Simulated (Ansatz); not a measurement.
**GaP, zinc blende: band edges under a change of volume**

How fast do the gaps move when the cell is scaled evenly?

Calculated with Ansatz 0.2.0, PBEsol, PAW files of the set soft_1, cutoff 600 eV, Fermi–Dirac smearing 0.02 eV, k-mesh 9×9×9, no spin polarisation, no spin-orbit coupling.

Reference cell, relaxed at zero pressure with PBEsol (F-43m): a = 3.8459 Å, b = 3.8459 Å, c = 3.8459 Å, α = 60.00°, β = 60.00°, γ = 60.00°.

```
atom       x       y       z
  Ga  0.0000  0.0000  0.0000
   P  0.7500  0.7500  0.7500
```

Levels are read on the k-mesh and along lines from Γ to X = (0.5, 0, 0.5), L = (0.5, 0.5, 0.5), K = (0.375, 0.375, 0.75) and W = (0.5, 0.25, 0.75) in the reciprocal basis of this cell (the letters only name these points), and count from the highest filled level.

| ln(V/V0) | gap (eV) | direct gap at Γ (eV) | lowest empty along Γ–X (Γ left out) (eV) | lowest empty at L (eV) |
| --- | --- | --- | --- | --- |
| −0.0619 | 1.334 | 2.310 | 1.334 | 1.789 |
| −0.0202 | 1.417 | 1.963 | 1.417 | 1.663 |
| 0.0000 | 1.454 | 1.797 | 1.454 | 1.603 |
| 0.0198 | 1.488 | 1.635 | 1.488 | 1.543 |
| 0.0392 | 1.478 | 1.478 | 1.520 | 1.485 |
| 0.0583 | 1.326 | 1.326 | 1.550 | 1.428 |

**Question.** Fit the direct gap at Γ and give it at ln(V/V0) = −0.0408, a row left out above.

A straight line through the 6 rows: the means are 0.005867 for ln(V/V0) and 1.7515 for the level, Σ(Δx)² = 0.009361 and ΣΔxΔy = −0.07668, so the slope is −0.07668/0.009361 = −8.1915 and the intercept 1.7515 − (−8.1915)(0.005867) = 1.7996.

The slope is the volume deformation potential of this gap, −8.19 eV, as a mean over the range. The line gives 2.134 eV. The run itself gives 2.134 eV, so the estimate misses by 0.000 eV; the fitted rows themselves lie up to 0.004 eV off the law.

The lowest empty level changes place along the table: along Γ–X (Γ left out) at −0.0619, at Γ at 0.0392.

The gap is direct at Γ at ln(V/V0) = 0.0392 and 0.0583 and indirect in the other rows, though near the crossing two valleys lie within 0.01 eV of each other. Semilocal functionals give gaps that are too small, and the error differs from valley to valley, so the order of close valleys can be wrong too.

[Logs are printed without paths, hosts, clocks, repeated set-up lines and the standing remarks that a program may print on its own settings, such as how far it seeks lower states.]
